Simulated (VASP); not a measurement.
# Li (Im-3m) in VASP: density of states with PBEsol

Aim: the density of states of Li with PBEsol.

All numbers are computed with VASP 6.6.1; they aren't measurements. Logs are shortened: lines on timing, memory, paths and dates and some standing lists are left out, and cuts for length are marked.

**1. The structure**

It takes space group Im-3m (No. 229, cubic). The conventional cell has a = 3.433 Å, b = 3.433 Å, c = 3.433 Å, α = 90.00°, β = 90.00°, γ = 90.00°. Li (site symmetry m-3m) is surrounded by 8 Li at 2.97 Å.

**2. Density of states, PBEsol**

Contents of POSCAR:

```
Li
1.0
   -1.7166026942      1.7166026942      1.7166026942
    1.7166026942     -1.7166026942      1.7166026942
    1.7166026942      1.7166026942     -1.7166026942
Li
1
Direct
    0.0000000000      0.0000000000      0.0000000000
```

Contents of INCAR.step1:

```
PREC = Accurate
ENCUT = 520
EDIFF = 1E-6
ISMEAR = 0
SIGMA = 0.1
LREAL = False
LASPH = True
NELM = 100
ALGO = Fast
ISIF = 2
LWAVE = False
LCHARG = True
GGA = PS
NBANDS = 8
```

Contents of KPOINTS.step1:

```
regular mesh
0
Gamma
  18 18 18
```

Contents of INCAR.step2:

```
PREC = Accurate
ENCUT = 520
EDIFF = 1E-6
ISMEAR = -5
SIGMA = 0.1
LREAL = False
LASPH = True
NELM = 100
ALGO = Fast
ISIF = 2
LWAVE = False
LCHARG = False
GGA = PS
LORBIT = 10
NBANDS = 8
NEDOS = 1001
ICHARG = 11
```

Contents of KPOINTS.step2:

```
regular mesh
0
Gamma
  27 27 27
```

Potentials or basis: VASP PAW PBE potentials, release 64 (Li_sv).

On the command line:

```bash
$ cat potpaw_PBE.64/Li_sv/POTCAR > POTCAR
$ cp INCAR.step1 INCAR
$ cp KPOINTS.step1 KPOINTS
$ mpirun -np 1 vasp_std > vasp.out
$ cp INCAR.step2 INCAR
$ cp KPOINTS.step2 KPOINTS
$ mpirun -np 1 vasp_std > vasp.out
```

OUTCAR:

```text
PREC = Accurate
   ENCUT = 520
   EDIFF = 1E-6
   ISMEAR = -5
   LREAL = False
   LASPH = True
   NELM = 100
   ISIF = 2
   GGA = PS
   LORBIT = 10
   ICHARG = 11

 ion  position               nearest neighbor table
   1  0.000  0.000  0.000-

  LATTYP: Found a body centered cubic cell.
 ALAT       =     3.4332053884

  Lattice vectors:

 A1 = (  -1.7166026942,   1.7166026942,   1.7166026942)
 A2 = (   1.7166026942,  -1.7166026942,   1.7166026942)
 A3 = (   1.7166026942,   1.7166026942,  -1.7166026942)

Analysis of symmetry for initial positions (statically):
=====================================================================
 Subroutine PRICEL returns:
 Original cell was already a primitive cell.

 Routine SETGRP: Setting up the symmetry group for a
 body centered cubic supercell.

 Subroutine GETGRP returns: Found 48 space group operations
 (whereof 48 operations were pure point group operations)
 out of a pool of 48 trial point group operations.

The static configuration has the point symmetry O_h .

Analysis of symmetry for dynamics (positions and initial velocities):
=====================================================================
 Subroutine PRICEL returns:
 Original cell was already a primitive cell.

 Routine SETGRP: Setting up the symmetry group for a
 body centered cubic supercell.

 Subroutine GETGRP returns: Found 48 space group operations
 (whereof 48 operations were pure point group operations)
 out of a pool of 48 trial point group operations.

The dynamic configuration has the point symmetry O_h .

 Subroutine INISYM returns: Found 48 space group operations
 (whereof 48 operations are pure point group operations),
 and found     1 'primitive' translations

----------------------------------------------------------------------------------------

                                     Primitive cell

  volume of cell :      20.2334

  direct lattice vectors                    reciprocal lattice vectors
    -1.716602694  1.716602694  1.716602694     0.000000000  0.291272990  0.291272990
     1.716602694 -1.716602694  1.716602694     0.291272990  0.000000000  0.291272990
     1.716602694  1.716602694 -1.716602694     0.291272990  0.291272990  0.000000000

  length of vectors
     2.973243083  2.973243083  2.973243083     0.411922213  0.411922213  0.411922213

  position of ions in fractional coordinates (direct lattice)
     0.000000000  0.000000000  0.000000000

  ion indices of the primitive-cell ions
   primitive index   ion index
                 1           1

----------------------------------------------------------------------------------------

 KPOINTS: regular mesh

Automatic generation of k-mesh.
 Grid dimensions read from file:
 generate k-points for:   27   27   27

 Generating k-lattice:

  Cartesian coordinates                     Fractional coordinates (reciprocal lattice)
     0.000000000  0.010787889  0.010787889     0.037037037  0.000000000  0.000000000
     0.010787889  0.000000000  0.010787889     0.000000000  0.037037037  0.000000000
     0.010787889  0.010787889  0.000000000     0.000000000  0.000000000  0.037037037

  Length of vectors
     0.015256378  0.015256378  0.015256378

  Shift w.r.t. Gamma in fractional coordinates (k-lattice)
     0.000000000  0.000000000  0.000000000

 TETIRR: Found  23679 inequivalent tetrahedra from   118098

 Subroutine IBZKPT returns following result:
 ===========================================

 Found    560 irreducible k-points:

 Following reciprocal coordinates:
            Coordinates               Weight
  0.000000  0.000000  0.000000      1.000000
  0.037037  0.000000  0.000000     12.000000
  0.074074  0.000000  0.000000     12.000000
  0.111111  0.000000  0.000000     12.000000
  0.148148  0.000000  0.000000     12.000000
  0.185185  0.000000  0.000000     12.000000
[... 16 lines left out ...]
  0.333333  0.037037 -0.000000     48.000000
  0.370370  0.037037  0.000000     48.000000
 [... further k-points ...]
   k-points           NKPTS =    560   k-points in BZ     NKDIM =    560   number of bands    NBANDS=      8
   number of dos      NEDOS =   1001   number of ions     NIONS =      1
   total plane-waves  NPLWV =  13824
   dimension x,y,z NGX =    24 NGY =   24 NGZ =   24
   dimension x,y,z NGXF=    48 NGYF=   48 NGZF=   48
   ions per type =               1
   NGX,Y,Z   is equivalent  to a cutoff of  13.42, 13.42, 13.42 a.u.
   NGXF,Y,Z  is equivalent  to a cutoff of  26.84, 26.84, 26.84 a.u.
 SYSTEM =  unknown system
   PREC   = accura    normal or accurate (medium, high low for compatibility)
   ISTART =      0    job   : 0-new  1-cont  2-samecut
   ICHARG =     11    charge: 1-file 2-atom 10-const
   ISPIN  =      1    spin polarized calculation?
   LNONCOLLINEAR =      F non collinear calculations
   LSORBIT =      F    spin-orbit coupling
   LASPH  =      T    aspherical Exc in radial PAW
   ENCUT  =  520.0 eV  38.22 Ry    6.18 a.u.   5.53  5.53  5.53*2*pi/ulx,y,z
   NELM   =    100;   NELMIN=  2; NELMDL=  0     # of ELM steps
   EDIFF  = 0.1E-05   stopping-criterion for ELM
   LREAL  =      F    real-space projection
   EDIFFG = 0.1E-04   stopping-criterion for IOM
   NSW    =      0    number of steps for IOM
   IBRION =     -1    ionic relax: 0-MD 1-quasi-New 2-CG
   NFREE  =      0    steps in history (QN), initial steepest desc. (CG)
   ISIF   =      2    stress and relaxation
   ISYM   =      2    0-nonsym 1-usesym 2-fastsym
   POTIM  = 0.5000    time-step for ionic-motion
   TEBEG  =    0.0;   TEEND  =   0.0 temperature during run
   PSTRESS=    0.0 pullay stress
   NELECT =       3.0000    total number of electrons
   NUPDOWN=      -1.0000    fix difference up-down
   EMIN   =  10.00;   EMAX   =-10.00  energy-range for DOS
   EFERMI =   0.00;   METHOD = LEGACY
   ISMEAR =    -5;   SIGMA  =   0.10  broadening in eV -4-tet -1-fermi 0-gaus
   EFERMI_NEDOS =   21; number of points for ismear=-14 and -15
   IALGO  =     68    algorithm
   IMIX   =      4    mixing-type and parameters
     AMIX     =   0.40;   BMIX     =  1.00
     AMIX_MAG =   1.60;   BMIX_MAG =  1.00
  volume/ion in A,a.u.               =      20.23       136.54
  Fermi-wavevector in a.u.,A,eV,Ry     =   0.866481  1.637411 10.215097  0.750788
  Thomas-Fermi vector in A             =   1.984876
   LORBIT       =     10    0 simple, 1 ext, 2 COOP (PROOUT), +10 PAW based schemes
   GGA     = PS    functional components
   LHFCALC =     F    Hartree Fock is set to
   AEXX    =    0.0000 exact exchange contribution
   IVDW    =     0    specifies the selected vdW correction
   LEPSILON=     F    determine dielectric tensor
   LRPA    =     F    only Hartree local field effects (RPA)
 non-spin polarized calculation
 RMM-DIIS sequential band-by-band and
 Fermi weights with tetrahedron method with Bloechl corrections
  energy-cutoff  :      520.00
  volume of cell :       20.23
 maximum number of plane-waves:       564
 NGX is ok and might be reduce to    24

 number of electron       3.0000001 magnetization

 Free energy of the ion-electron system (eV)
  ---------------------------------------------------
  ext. energy  EPLUGINS =         0.00000000
  ---------------------------------------------------
  free energy    TOTEN  =        -1.96572710 eV

  energy without entropy =       -1.96572710  energy(sigma->0) =       -1.96572710

 E-fermi :   0.6548     XC(G=0):  -7.0222

 val. band max:        0.6467302518   @ k =   0.2963   0.1481   0.0741
 cond. band min:       0.6547495961   @ k =  -0.3704   0.4815   0.0370
 fundamental gap:      0.0080193442
 Fermi energy:         0.6547718382

 k-point     1 :       0.0000    0.0000    0.0000
  band No.  band energies     occupation
      1     -45.2806      2.00000
      2      -2.9254      2.00000
      3      15.2806      0.00000
      4      15.2806      0.00000
      5      15.2807      0.00000
      6      20.0111      0.00000
      7      20.0111      0.00000
      8      20.0112      0.00000

 k-point     2 :       0.0370    0.0000    0.0000
  band No.  band energies     occupation
      1     -45.2804      2.00000
      2      -2.8994      2.00000
      3      15.1052      0.00000
      4      15.1366      0.00000
      5      15.2343      0.00000
      6      19.4878      0.00000
      7      19.5519      0.00000
      8      20.2231      0.00000

 k-point     3 :       0.0741    0.0000    0.0000
  band No.  band energies     occupation
      1     -45.2795      2.00000
      2      -2.8215      2.00000
      3      14.5660      0.00000
      4      14.7671      0.00000
      5      15.0974      0.00000
      6      18.6053      0.00000
      7      18.8067      0.00000
      8      20.1492      0.00000

 k-point     4 :       0.1111    0.0000    0.0000
  band No.  band energies     occupation
      1     -45.2782      2.00000
      2      -2.6918      2.00000
      3      13.6904      0.00000
      4      14.2836      0.00000
      5      14.8781      0.00000
      6      17.9986      0.00000
      7      18.0721      0.00000
      8      19.9101      0.00000

 k-point     5 :       0.1481    0.0000    0.0000
  band No.  band energies     occupation
      1     -45.2765      2.00000
      2      -2.5101      2.00000
      3      12.5985      0.00000
      4      13.7663      0.00000
      5      14.5947      0.00000
      6      17.3902      0.00000
      7      17.6491      0.00000
      8      19.8349      0.00000
[... 177 lines left out ...]
 k-point    22 :       0.2963    0.0370   -0.0000
  band No.  band energies     occupation
      1     -45.2660      2.00000
      2      -1.0413      2.00000
      3       7.4191      0.00000
      4      11.7001      0.00000
      5      12.8832      0.00000
      6      15.5281      0.00000
      7      17.4828      0.00000
      8      21.0298      0.00000

 k-point    23 :       0.3333    0.0370   -0.0000
  band No.  band energies     occupation
      1     -45.2639      2.00000
      2      -0.5934      2.00000
      3       6.4116      0.00000
      4      11.4187      0.00000
      5      12.6299      0.00000
      6      15.2349      0.00000
      7      17.5787      0.00000
      8      21.5200      0.00000

 k-point    24 :       0.3704    0.0370    0.0000
  band No.  band energies     occupation
      1     -45.2622      2.00000
      2      -0.1191      2.00000
      3       5.4981      0.00000
      4      11.1979      0.00000
      5      12.4283      0.00000
      6      15.0052      0.00000
      7      17.6830      0.00000
      8      22.0536      0.00000

 [... further k-points ...]

------------------------ aborting loop because EDIFF is reached ----------------------------------------

  FORCE on cell =-STRESS in cart. coord.  units (eV):
  Direction    XX          YY          ZZ          XY          YZ          ZX
  --------------------------------------------------------------------------------------
  -------------------------------------------------------------------------------------
  Total       -0.0092646     -0.0092646     -0.0092646     -0.0000000      0.0000000     -0.0000000
  in kB       -0.7336139     -0.7336139     -0.7336139     -0.0000000      0.0000000     -0.0000000
  external PRESSURE =      -0.7336139 kB  Pullay stress =       0.0000000 kB

 VOLUME and BASIS-vectors are now :
 -----------------------------------------------------------------------------
  energy-cutoff  :      520.00
  volume of cell :       20.23
      direct lattice vectors                 reciprocal lattice vectors
    -1.716602694  1.716602694  1.716602694     0.000000000  0.291272990  0.291272990
     1.716602694 -1.716602694  1.716602694     0.291272990  0.000000000  0.291272990
     1.716602694  1.716602694 -1.716602694     0.291272990  0.291272990  0.000000000

 POSITION                                       TOTAL-FORCE (eV/Angst)
 -----------------------------------------------------------------------------------
      0.00000      0.00000      0.00000         0.000000     -0.000000     -0.000000
 -----------------------------------------------------------------------------------
    total drift:                               -0.000000      0.000000     -0.000000

  FREE ENERGIE OF THE ION-ELECTRON SYSTEM (eV)
  ---------------------------------------------------
  free  energy   TOTEN  =        -1.9657270973 eV

  energy  without entropy=       -1.9657270973  energy(sigma->0) =       -1.96572710

 total charge

# of ion       s       p       d       tot
------------------------------------------
    1        2.032   0.045   0.000   2.078
```

It took 68 s on 1 thread of Intel Xeon Platinum 8488C (Sapphire Rapids), shared host; peak memory 0.2 GiB.

What came out:

```
Valence electrons inside the program's atomic spheres : Li 2.08
```

Levels at points of the mesh, in eV from the Fermi level:
```tsv
k point	band 1	band 2	band 3	band 4	band 5	band 6
(0.00, 0.00, 0.00)	-45.94	-3.58	14.63	14.63	14.63	19.36
```

States per cell in windows of 1 eV (zero at the Fermi level; states under -8 eV left out):
| from (eV) | total | Li1_p | Li1_s | Li1_d |
| --- | --- | --- | --- | --- |
| -8.0 | 0.00 | 0.00 | 0.00 | 0.00 |
| -7.0 | 0.00 | 0.00 | 0.00 | 0.00 |
| -6.0 | 0.00 | 0.00 | 0.00 | 0.00 |
| -5.0 | 0.00 | 0.00 | 0.00 | 0.00 |
| -4.0 | 0.06 | 0.00 | 0.00 | 0.00 |
| -3.0 | 0.23 | 0.01 | 0.02 | 0.00 |
| -2.0 | 0.31 | 0.01 | 0.02 | 0.00 |
| -1.0 | 0.40 | 0.03 | 0.01 | 0.00 |
| 0.0 | 0.52 | 0.05 | 0.01 | 0.00 |
| 1.0 | 0.32 | 0.04 | 0.00 | 0.00 |
| 2.0 | 0.15 | 0.02 | 0.00 | 0.00 |
| 3.0 | 0.58 | 0.05 | 0.02 | 0.00 |
| 4.0 | 0.46 | 0.05 | 0.01 | 0.00 |
| 5.0 | 0.41 | 0.06 | 0.01 | 0.00 |
| 6.0 | 0.67 | 0.10 | 0.03 | 0.00 |
| 7.0 | 0.54 | 0.10 | 0.02 | 0.00 |

Caveat: the cutoff is under 1.25 times the usual one of these potentials, so pressure, stress and relaxed cells hold a basis-set (Pulay) error; the PAW data sets were made with another functional, which shifts forces and pressure a little; tetrahedron occupations give inexact forces and stress in metals.
